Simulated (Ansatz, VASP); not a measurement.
Au in VASP and in Ansatz

```
CELL_PARAMETERS angstrom
0.00000 2.09676 2.09676
2.09676 0.00000 2.09676
2.09676 2.09676 0.00000
ATOMIC_POSITIONS crystal
Au 0.00000 0.00000 0.00000
```

Alike in both runs: task single point; functional LDA; k mesh 12 × 12 × 12; occupations fermi-dirac, width 0.06 eV; no spin polarisation.

```csv
,VASP,Ansatz
version,VASP 6.6.1,Ansatz 0.2 development build
potentials or method,"VASP PAW LDA potentials, release 64 (Au), cutoff 520 eV","all-electron full-potential LAPW, scalar-relativistic"
```

|  | VASP | Ansatz | Ansatz less VASP |
| --- | --- | --- | --- |
| pressure (GPa) | -14.6 | -14.9 | -0.29 |

Ansatz ran all-electron here, so the differences hold the error of VASP's frozen core and of both bases.

The runs have no spin-orbit coupling, so splittings on Au are missing.
